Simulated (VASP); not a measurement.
# 2H-MoTe2 monolayer and its bilayer, part 2 of 5

Aim: relax 2H-MoTe2 monolayer, place its levels against the vacuum, then find how two sheets stack and bind.

VASP 6.6.1, plane waves and PAW; the level of theory is named at each step.

So far. Step 2 (Relaxing the monolayer): The run ended after 5 ionic steps, 0.017 eV below its first step, once forces and stress met EDIFFG = -0.015. Step 3 (A second relaxation): The start already met the threshold, so nothing moved.

### Step 4. Vacuum level and density of states

Level of this step: PBE with D3(BJ), no spin polarisation; plane waves and PAW (Mo, Te) (VASP).

A static run writes the electrostatic potential without exchange and correlation (LVHAR), which is flat in the vacuum and gives the level to count from. The dipole correction cancels the field that unlike faces would set up across the vacuum.

The input, INCAR:

```
SYSTEM = Te2Mo
PREC = Normal
ENCUT = 350
EDIFF = 1E-06
NELM = 120
ISMEAR = 0
SIGMA = 0.03
LREAL = .FALSE.
ALGO = Fast
GGA = PE
IVDW = 12
NBANDS = 15
LASPH = .TRUE.
LORBIT = 11
LWAVE = .FALSE.
LCHARG = .TRUE.
IDIPOL = 3
LDIPOL = .TRUE.
DIPOL = 0.5 0.5 0.5
LVHAR = .TRUE.
LVACPOTAV = .TRUE.
NEDOS = 1500
LELF = .TRUE.
```

The input, POSCAR:

```
Te2Mo
1.0
    3.4973337260      0.0000000000      0.0000000000
   -1.7486668630      3.0287798522      0.0000000000
    0.0000000000      0.0000000000     22.0000000000
Mo Te
1 2
Direct
    0.3333333333      0.6666666667      0.5000000000
    0.6666666667      0.3333333333      0.4174975803
    0.6666666667      0.3333333333      0.5825024197
```

The input, KPOINTS:

```
Automatic mesh
0
Gamma
12 12 1
0 0 0
```

The input, KPOINTS_OPT:

```
Line mode
14
Line-mode
Reciprocal
  0.00000000   0.00000000   0.00000000 GAMMA
  0.50000000   0.00000000   0.00000000 M

  0.50000000   0.00000000   0.00000000 M
  0.33333333   0.33333333   0.00000000 K

  0.33333333   0.33333333   0.00000000 K
  0.00000000   0.00000000   0.00000000 GAMMA
```

Potentials, in the order of the species: Mo and Te (PBE family, release 64).

Started as:

```
mpirun -np 4 vasp_std
```

Output:

```text
[banner, memory and clock lines left out]
running    4 mpi-ranks, on    1 nodes
 distrk:  each k-point on    4 cores,    1 groups
 distr:  one band on    1 cores,    4 groups

 POSCAR found type information on POSCAR MoTe
 POSCAR found :  2 types and       3 ions
 LDA part: xc-table for (Slater+PW92), standard interpolation
|                                                                             |
|           W    W    AA    RRRRR   N    N  II  N    N   GGGG   !!!           |
|           W    W   A  A   R    R  NN   N  II  NN   N  G    G  !!!           |
|           W    W  A    A  R    R  N N  N  II  N N  N  G       !!!           |
|           W WW W  AAAAAA  RRRRR   N  N N  II  N  N N  G  GGG   !            |
|           WW  WW  A    A  R   R   N   NN  II  N   NN  G    G                |
|           W    W  A    A  R    R  N    N  II  N    N   GGGG   !!!           |
|                                                                             |
|     The number of bands has been changed from the values supplied in        |
|     The orbitals not found in the WAVECAR file will be initialized with     |
|     random numbers, which is usually adequate. For correlated               |
|     calculations, however, you should redo the groundstate calculation.     |
|     I found NBANDS = 15. Now, NBANDS = 16.                                  |
|                                                                             |

 POSCAR, INCAR and KPOINTS ok, starting setup
 FFT: planning ... GRIDC
 FFT: planning ... GRID_SOFT
 FFT: planning ... GRID
 WAVECAR not read
 entering main loop
       N       E                     dE             d eps       ncg     rms          rms(c)
DAV:   1     0.927401608575E+02    0.92740E+02   -0.47655E+03   608   0.598E+02
DAV:   2    -0.104958672380E+02   -0.10324E+03   -0.96191E+02   912   0.129E+02
DAV:   3    -0.185199256841E+02   -0.80241E+01   -0.79257E+01   832   0.438E+01
DAV:   4    -0.187111262239E+02   -0.19120E+00   -0.19108E+00   832   0.814E+00
DAV:   5    -0.187152446621E+02   -0.41184E-02   -0.41184E-02   976   0.108E+00    0.159E+01
RMM:   6    -0.182676858635E+02    0.44756E+00   -0.13832E+00   657   0.583E+00    0.679E+00
RMM:   7    -0.182124071614E+02    0.55279E-01   -0.75815E-01   703   0.393E+00    0.459E+00
RMM:   8    -0.180173709688E+02    0.19504E+00   -0.42238E-01   679   0.351E+00    0.633E-01
RMM:   9    -0.180145927923E+02    0.27782E-02   -0.35420E-02   733   0.132E+00    0.259E-01
RMM:  10    -0.180141544834E+02    0.43831E-03   -0.64764E-03   742   0.443E-01    0.167E-01
RMM:  11    -0.180140131180E+02    0.14137E-03   -0.15539E-03   786   0.207E-01    0.582E-02
RMM:  12    -0.180140451005E+02   -0.31982E-04   -0.45669E-04   754   0.103E-01    0.369E-02
RMM:  13    -0.180141617823E+02   -0.11668E-03   -0.12948E-04   817   0.539E-02    0.183E-02
RMM:  14    -0.180144498646E+02   -0.28808E-03   -0.88871E-05   744   0.374E-02    0.182E-02
RMM:  15    -0.180145840835E+02   -0.13422E-03   -0.28674E-05   722   0.227E-02    0.606E-03
RMM:  16    -0.180146571224E+02   -0.73039E-04   -0.67085E-06   669   0.125E-02    0.283E-03
RMM:  17    -0.180146898230E+02   -0.32701E-04   -0.33963E-06   611   0.706E-03    0.258E-03
RMM:  18    -0.180147014355E+02   -0.11613E-04   -0.12710E-06   572   0.420E-03    0.131E-03
RMM:  19    -0.180147036080E+02   -0.21725E-05   -0.24947E-07   464   0.231E-03    0.763E-04
RMM:  20    -0.180147046054E+02   -0.99744E-06   -0.10251E-07   404   0.155E-03
|                                                                             |
|           W    W    AA    RRRRR   N    N  II  N    N   GGGG   !!!           |
|           W    W   A  A   R    R  NN   N  II  NN   N  G    G  !!!           |
|           W    W  A    A  R    R  N N  N  II  N N  N  G       !!!           |
|           W WW W  AAAAAA  RRRRR   N  N N  II  N  N N  G  GGG   !            |
|           WW  WW  A    A  R   R   N   NN  II  N   NN  G    G                |
|           W    W  A    A  R    R  N    N  II  N    N   GGGG   !!!           |
|                                                                             |
|     Did not find any points to average over, which means that no vacuum     |
|     field-free region was found. Please increase the size of  your cell     |
|     in the dimension of the dipole correction to obtain accurate            |
|     workfunction values.                                                    |
|                                                                             |

   1 F= -.19222947E+02 E0= -.19222947E+02  d E =-.639297E-12
 Start KPOINTS_OPT (optional k-point list driver)
k-point batch [1-19\42]
       N       E                     dE             ncg
DAV:   1     0.936416518282E+02   -0.55529E+04      608
DAV:   2    -0.168761589740E+04   -0.17813E+04      920
DAV:   3    -0.184048305116E+04   -0.15287E+03      840
DAV:   4    -0.184421079016E+04   -0.37277E+01      792
DAV:   5    -0.184428032502E+04   -0.69535E-01      936
DAV:   6    -0.184428169326E+04   -0.13682E-02      888
DAV:   7    -0.184428172351E+04   -0.30251E-04      944
DAV:   8    -0.184428172419E+04   -0.67633E-06      648
[...]
k-point batch [39-42\42]
       N       E                     dE             ncg
DAV:   1     0.653968920857E+04   -0.13938E+03      128
DAV:   2     0.620691537877E+04   -0.33277E+03      176
DAV:   3     0.617571016937E+04   -0.31205E+02      184
DAV:   4     0.617475045345E+04   -0.95972E+00      160
DAV:   5     0.617473009509E+04   -0.20358E-01      184
DAV:   6     0.617472947073E+04   -0.62436E-03      176
DAV:   7     0.617472945098E+04   -0.19751E-04      184
DAV:   8     0.617472945039E+04   -0.59499E-06      160
```

Wall time 7.8 s (4 MPI ranks of AMD EPYC 9R45, shared host); peak memory 0.53 GiB; 29 s of CPU time.

Parts of OUTCAR (step 4):

```text
The static configuration has the point symmetry D_3h.

 Found     19 irreducible k-points:

   k-points           NKPTS =     19   k-points in BZ     NKDIM =     19   number of bands    NBANDS=     16

   NELECT =      18.0000    total number of electrons

 E-fermi :  -0.9637

 k-point     1 :       0.0000    0.0000    0.0000
  band No.  band energies     occupation
    ...
      5      -2.7024      2.00000
      6      -2.7024      2.00000
      7      -1.9237      2.00000
      8      -1.9237      2.00000
      9      -1.6957      2.00000
     10       2.1621      0.00000
     11       2.1621      0.00000
     12       2.4245      0.00000
     13       2.4245      0.00000
     14       3.0488      0.00000
    ...

 k-point     2 :       0.0833   -0.0000    0.0000
  band No.  band energies     occupation
    ...
      5      -2.9184      2.00000
      6      -2.6190      2.00000
      7      -2.0533      2.00000
      8      -1.8608      2.00000
      9      -1.6950      2.00000
     10       1.7333      0.00000
     11       1.8257      0.00000
     12       2.2053      0.00000
     13       2.2346      0.00000
     14       3.2170      0.00000
    ...

 Edisp (eV)   -1.20824

  Total      -0.00397    -0.00397    -0.05726    -0.00000     0.00000     0.00000
  in kB      -0.02731    -0.02731    -0.39370    -0.00000     0.00000     0.00000
  external pressure =       -0.15 kB  Pullay stress =        0.00 kB

 POSITION                                       TOTAL-FORCE (eV/Angst)
 -----------------------------------------------------------------------------------
     -0.00000      2.01919     11.00000         0.000000      0.000000      0.000000
      1.74867      1.00959      9.18495        -0.000000     -0.000000     -0.002643
      1.74867      1.00959     12.81505        -0.000000      0.000000      0.002643
 -----------------------------------------------------------------------------------
    total drift:                                0.000000     -0.000000      0.000000

  FREE ENERGIE OF THE ION-ELECTRON SYSTEM (eV)
  ---------------------------------------------------
  free  energy   TOTEN  =       -19.2229467082 eV

  energy  without entropy=      -19.2229467082  energy(sigma->0) =      -19.22294671

 vacuum level on the upper side and lower side of the slab         3.739         3.739

[... 9 parts as in an earlier step ...]

[... 5 further parts left out ...]
```

Numbers from this step:

```yaml
electronic_cycles: 20
fermi_energy: -0.9637 eV
least_gap_on_mesh_and_path: 1.192 eV
least_direct_gap_on_mesh_and_path: 1.192 eV
vacuum_levels: 3.739, 3.739 eV
ionisation_potentials_of_the_upper_and_lower_face: 4.836, 4.836 eV
electron_affinities_of_the_upper_and_lower_face: 3.644, 3.644 eV
```

Electronic bands along the path, in eV, zero at the valence-band top; v1 is the highest filled band, c1 the lowest empty one:

```
          point     v4     v3     v2     v1    c1    c2    c3    c4
              Γ  -1.61  -0.83  -0.83  -0.60  3.26  3.26  3.52  3.52
0.54 of the way  -1.74  -1.30  -0.91  -0.86  1.45  2.15  2.34  3.64
              M  -2.28  -1.72  -0.79  -0.19  1.49  1.79  3.34  3.73
0.54 of the way  -2.78  -2.26  -1.70  -0.17  1.44  2.13  2.31  3.81
              K  -3.06  -2.93  -1.79   0.00  1.19  1.80  2.61  4.19
0.54 of the way  -2.35  -1.36  -0.78  -0.62  1.37  1.98  1.98  3.49
              Γ  -1.61  -0.83  -0.83  -0.60  3.26  3.26  3.52  3.52
```

Of the projections kept (Mo, Te), the largest for each band there; the rest of the weight can lie on other orbitals:

```
point       v4       v3       v2       v1       c1       c2       c3       c4
    Γ  Mo 0.81  Mo 0.80  Mo 0.80  Mo 0.87  Te 0.75  Te 0.75  Te 0.71  Te 0.71
    M  Mo 0.65  Te 0.58  Mo 0.74  Te 0.74  Mo 0.94  Mo 0.93  Mo 0.59  Mo 0.54
    K  Te 0.83  Te 0.59  Te 0.51  Mo 0.89  Mo 0.94  Mo 0.78  Mo 0.83  Mo 0.66
    Γ  Mo 0.81  Mo 0.80  Mo 0.80  Mo 0.87  Te 0.75  Te 0.75  Te 0.71  Te 0.71
```

Zero at the Fermi level. Table of planar average of the electrostatic potential by height:

```
height (Å)  planar average of the electrostatic potential (eV)
       0.0                                                4.70
       0.5                                                4.70
       1.0                                                4.70
       1.5                                                4.70
       2.0                                                4.70
       2.5                                                4.70
       3.0                                                4.70
       3.5                                                4.70
       4.0                                                4.70
       4.5                                                4.70
       5.0                                                4.70
       5.5                                                4.70
       6.0                                                4.69
       6.5                                                4.66
       7.0                                                4.55
       7.5                                                4.08
       8.0                                                2.24
       8.5                                               -6.16
       9.0                                               -17.7
       9.5                                               -16.0
      10.0                                               -5.55
      10.5                                               -4.65
      11.0                                               -6.19
      11.5                                               -4.65
      12.0                                               -5.55
      12.5                                               -16.0
      13.0                                               -17.7
      13.5                                               -6.16
      14.0                                                2.24
      14.5                                                4.08
      15.0                                                4.55
      15.5                                                4.66
      16.0                                                4.69
      16.5                                                4.70
      17.0                                                4.70
      17.5                                                4.70
      18.0                                                4.70
      18.5                                                4.70
      19.0                                                4.70
      19.5                                                4.70
      20.0                                                4.70
      20.5                                                4.70
      21.0                                                4.70
      21.5                                                4.70
```

Density of states in the PAW spheres, an atom over height of the layer and energy from the Fermi level.

Ten even steps from '_' (0.00 states/eV) to '@' (1.68 states/eV), each cell a mean:
```
______
______
..%%..
::@@::
::##::
--%%--
::**::
::**::
::==::
::==::
--**--
__..__
::--::
--==--
..::..
______
______
______
______
______
______
______
```
Columns: height of the layer (Å) from 9.2 to 12.8; rows upwards: energy from the Fermi level (eV) from -7.9 to 0.5.

ELF in the ca plane at fractional y = 0.333, with atoms of Te within 0.2 Å of it. It is the smooth field of the valence electrons, not physical close to the nuclei.

Values, 5 rows by 16 columns, each cell a mean:
```
0.00 0.00 0.00 0.02 0.13 0.64 0.88 0.78 0.53 0.40 0.76 0.86 0.76 0.23 0.03 0.00
0.00 0.00 0.00 0.06 0.26 0.81 0.90 0.62 0.53 0.41 0.63 0.83 0.88 0.40 0.06 0.00
0.00 0.00 0.00 0.04 0.20 0.64 0.88 0.77 0.53 0.39 0.76 0.86 0.75 0.30 0.04 0.00
0.00 0.00 0.00 0.00 0.03 0.14 0.39 0.50 0.26 0.21 0.47 0.44 0.20 0.03 0.01 0.00
0.00 0.00 0.00 0.00 0.01 0.12 0.37 0.49 0.25 0.20 0.46 0.42 0.18 0.02 0.00 0.00
```
Columns run along c (16.0 Å, from fractional 0.10 to 0.82 of the cell), rows up along a (3.5 Å). Atoms in or near the plane, at fractional coordinates: Te at (0.42, 0.67), Te at (0.58, 0.67).

Valence density in the ca plane at fractional y = 0.333, with atoms of Te within 0.2 Å of it. It is the smooth field of the valence electrons, not physical close to the nuclei.

Ten even steps from '0' (-0.27 e/Å³) to '9' (0.54 e/Å³), each cell a mean:
```
33333333333333334689998666689998643333333333
33333333333333345897699755799669954333333333
33333333333333346971069755796007964333333333
33333333333333346983279755797338964333333333
33333333333333345799898655689999754333333333
33333333333333334568887666678887543333333333
33333333333333333445566666666554433333333333
33333333333333333445555677655554433333333333
33333333333333333456666666666665443333333333
```
Columns run along c (16.0 Å, from fractional 0.10 to 0.82 of the cell), rows up along a (3.5 Å). Atoms in or near the plane, at fractional coordinates: Te at (0.42, 0.67), Te at (0.58, 0.67).

The map of layer states is cut here 0.5 eV above the Fermi level, so it leaves out the states above that.

The vacuum level lies 4.84 eV above the highest filled level at the upper face; both faces agree, as the slab has next to no dipole.

The program found no field-free point at its default tolerance, but its printed level agrees with the flat part of the planar average.

### Step 5. The slab in a field, field -0.1

A field across the slab, with the atoms held, gives the electronic response: the dipole changes linearly with the field, and the energy has a linear term from the slab's own dipole and a quadratic one from its polarisability.

Changes to INCAR since step 4:

```diff
@@ -15,3 +15,4 @@
 LWAVE = .FALSE.
-LCHARG = .TRUE.
+LCHARG = .FALSE.
+KPAR = 4
 IDIPOL = 3
@@ -19,5 +20,2 @@
 DIPOL = 0.5 0.5 0.5
-LVHAR = .TRUE.
-LVACPOTAV = .TRUE.
-NEDOS = 1500
-LELF = .TRUE.
+EFIELD = -0.1
```

POSCAR is that of step 4.

KPOINTS is that of step 4.

Started as:

```
mpirun -np 4 vasp_std
```

Output:

```text
[... set-up lines as in an earlier step ...]
 entering main loop
       N       E                     dE             d eps       ncg     rms          rms(c)
DAV:   1     0.943713594586E+02    0.94371E+02   -0.47261E+03   570   0.637E+02
DAV:   2    -0.986023772526E+01   -0.10423E+03   -0.97596E+02   915   0.135E+02
DAV:   3    -0.185148696231E+02   -0.86546E+01   -0.85546E+01   787   0.471E+01
DAV:   4    -0.187289868212E+02   -0.21412E+00   -0.21380E+00   802   0.921E+00
DAV:   5    -0.187324369952E+02   -0.34502E-02   -0.34500E-02   930   0.109E+00    0.159E+01
RMM:   6    -0.182696765952E+02    0.46276E+00   -0.14542E+00   623   0.633E+00    0.676E+00
RMM:   7    -0.182074289850E+02    0.62248E-01   -0.84720E-01   631   0.434E+00    0.461E+00
RMM:   8    -0.180195378678E+02    0.18789E+00   -0.44969E-01   617   0.386E+00    0.690E-01
RMM:   9    -0.180168917103E+02    0.26462E-02   -0.41234E-02   685   0.144E+00    0.298E-01
RMM:  10    -0.180164414082E+02    0.45030E-03   -0.69157E-03   707   0.458E-01    0.248E-01
RMM:  11    -0.180160812243E+02    0.36018E-03   -0.23028E-03   667   0.291E-01    0.141E-01
RMM:  12    -0.180158901119E+02    0.19111E-03   -0.85331E-04   695   0.166E-01    0.234E-02
RMM:  13    -0.180161872128E+02   -0.29710E-03   -0.12374E-03   694   0.141E-01    0.694E-02
RMM:  14    -0.180162164978E+02   -0.29285E-04   -0.13801E-04   680   0.762E-02    0.186E-02
RMM:  15    -0.180163581111E+02   -0.14161E-03   -0.57509E-05   684   0.397E-02    0.650E-03
RMM:  16    -0.180164666812E+02   -0.10857E-03   -0.14860E-05   683   0.209E-02    0.460E-03
RMM:  17    -0.180165153102E+02   -0.48629E-04   -0.63038E-06   644   0.133E-02    0.722E-03
RMM:  18    -0.180165467718E+02   -0.31462E-04   -0.34849E-06   549   0.864E-03    0.225E-03
RMM:  19    -0.180165523768E+02   -0.56050E-05   -0.71053E-07   480   0.408E-03    0.930E-04
RMM:  20    -0.180165554215E+02   -0.30447E-05   -0.32434E-07   440   0.256E-03    0.370E-04
RMM:  21    -0.180165558493E+02   -0.42779E-06   -0.60584E-08   278   0.165E-03
   1 F= -.19224798E+02 E0= -.19224798E+02  d E =-.993709E-16
```

Run time: 5 s. Hardware: 4 MPI ranks; peak memory 0.68 GiB; 18 s of CPU time.

From OUTCAR (step 5):

```text
   NELECT =      18.0000    total number of electrons

 dipolmoment           0.000000      0.000000     -0.036955 electrons x Angstroem

 E-fermi :  -0.9375

 k-point     1 :       0.0000    0.0000    0.0000
  band No.  band energies     occupation
    ...
      5      -2.7030      2.00000
      6      -2.7030      2.00000
      7      -1.9243      2.00000
      8      -1.9243      2.00000
      9      -1.6962      2.00000
     10       2.1613      0.00000
     11       2.1613      0.00000
     12       2.4241      0.00000
     13       2.4241      0.00000
     14       2.9190      0.00000
    ...

 Edisp (eV)   -1.20824

  Total      -0.00297    -0.00297    -0.05935     0.00000     0.00000    -0.00000
  in kB      -0.02039    -0.02039    -0.40806     0.00000     0.00000    -0.00000
  external pressure =       -0.15 kB  Pullay stress =        0.00 kB

 POSITION                                       TOTAL-FORCE (eV/Angst)
 -----------------------------------------------------------------------------------
     -0.00000      2.01919     11.00000        -0.000000      0.000000     -0.015456
      1.74867      1.00959      9.18495         0.000000      0.000000      0.004871
      1.74867      1.00959     12.81505         0.000000      0.000000      0.010585
 -----------------------------------------------------------------------------------
    total drift:                                0.000000     -0.000000      0.000029

  FREE ENERGIE OF THE ION-ELECTRON SYSTEM (eV)
  ---------------------------------------------------
  free  energy   TOTEN  =       -19.2247979520 eV

  energy  without entropy=      -19.2247979520  energy(sigma->0) =      -19.22479795

 vacuum level on the upper side and lower side of the slab         4.390         2.930

[... 8 parts as in an earlier step ...]

[... 9 further parts left out ...]
```

This step gave:

| Item | Value |
| --- | --- |
| electronic cycles | 21 |
| Fermi energy | -0.9375 eV |
| dipole moment | 0, 0, -0.03696 e·Å |

VASP counts the dipole in electrons times Å, so a positive number points the physical dipole along −c. A positive EFIELD is likewise a physical field along −c.

Energy at zero smearing: -19.22480 eV.

[end of part 2 of 5]

[Lines on the potential files, build, host, timing and source positions are cut from VASP's logs without a mark.]

[Logs are printed without paths, hosts, clocks, repeated set-up lines and the standing remarks that a program may print on its own settings, such as how far it seeks lower states.]

[Hosts, paths, dates, database ids (printed as entryN), source tags and the programs' standing remarks are cut or masked in the printed files.]

[Runs that stopped without an error message from VASP are left out.]
